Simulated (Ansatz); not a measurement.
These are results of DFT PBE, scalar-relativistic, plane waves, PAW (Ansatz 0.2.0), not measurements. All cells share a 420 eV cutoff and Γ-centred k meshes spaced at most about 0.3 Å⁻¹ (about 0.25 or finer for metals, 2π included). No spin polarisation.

Temperature and zero-point effects are left out.

Two relaxed structures of Ge₄N:

A.

```cif
data_structure
_symmetry_space_group_name_H-M 'P6/mmm'
_symmetry_Int_Tables_number 191
_cell_length_a 5.4314
_cell_length_b 5.4314
_cell_length_c 3.9418
_cell_angle_alpha 90.000
_cell_angle_beta 90.000
_cell_angle_gamma 120.000
_cell_volume 100.70
loop_
_atom_site_label
_atom_site_type_symbol
_atom_site_symmetry_multiplicity
_atom_site_Wyckoff_symbol
_atom_site_fract_x
_atom_site_fract_y
_atom_site_fract_z
_atom_site_occupancy
Ge1 Ge 3 g 0.50000 0.00000 0.50000 1
Ge2 Ge 1 a 0.00000 0.00000 0.00000 1
N1 N 1 b 0.00000 0.00000 0.50000 1
```

B.

```cif
data_structure
_symmetry_space_group_name_H-M 'P4/mmm'
_symmetry_Int_Tables_number 123
_cell_length_a 4.0962
_cell_length_b 4.0962
_cell_length_c 5.3142
_cell_angle_alpha 90.000
_cell_angle_beta 90.000
_cell_angle_gamma 90.000
_cell_volume 89.17
loop_
_atom_site_label
_atom_site_type_symbol
_atom_site_symmetry_multiplicity
_atom_site_Wyckoff_symbol
_atom_site_fract_x
_atom_site_fract_y
_atom_site_fract_z
_atom_site_occupancy
Ge1 Ge 2 e 0.50000 0.00000 0.50000 1
Ge2 Ge 2 f 0.50000 0.00000 0.00000 1
N1 N 1 c 0.50000 0.50000 0.00000 1
```

**Question.** Which would you expect to be lower, and how large is the difference?

**Answer.** B is lower, by 225 meV/atom. A has space group P6/mmm (No. 191), 20.1 Å³/atom and no gap on its mesh; B has space group P4/mmm (No. 123), 17.8 Å³/atom and no gap. Counting Ge atoms around N (those within 1.25 times the shortest such distance or 1.15 times the sum of covalent radii), A has N 2 and B has N 4. Even the lower one lies +0.71 eV/atom against the reference forms of the elements (uncorrected), so neither is stable at this level. Both come from invented guesses. The lowest form computed isn't among them: it has space group Pm-3m (No. 221), 17.4 Å³/atom and lies 38 meV/atom below the best shown.

Weakly bound directions are ill-defined at this level, which has no dispersion term (P6/mmm), and this can change margins and order among such cells. Cells relaxed within their symmetry can be saddle points. Some types were kept out of the candidates beforehand, so the set may lack a known form.
